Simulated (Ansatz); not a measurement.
## Cr: equation of state with PBEsol

Cr:

```
CELL_PARAMETERS angstrom
-1.48445 1.48445 1.48445
1.48445 -1.48445 1.48445
1.48445 1.48445 -1.48445
ATOMIC_POSITIONS crystal
Cr 0.00000 0.00000 0.00000
```

- Program: Ansatz 0.2.0
- Task: equation of state
- Functional: PBEsol
- Potentials or basis: Ansatz PAW
- Cutoff: 420 eV
- Density cutoff: 1680 eV
- k mesh: 12 × 12 × 12
- Occupations: fermi-dirac, width 0.05 eV
- Spin: collinear spin, ferromagnetic start
- Starting moments: [3.0] μB

* Equilibrium volume: 11.14 Å³/atom (rough: see the caveat)
* Bulk modulus: 285 GPa (rough)

Energy against volume, from the lowest point:
```tsv
volume (Å³/atom)	energy (meV/atom)
12.299	0.00
12.561	40.12
12.823	85.71
13.084	136.11
13.346	190.76
13.608	249.11
13.870	310.70
```

All runs of the series together: 8.9 s on 2 threads of Intel(R) Xeon(R) Platinum 8488C (Sapphire Rapids), on a shared host.

Caveat: the minimum lies outside the volumes run.
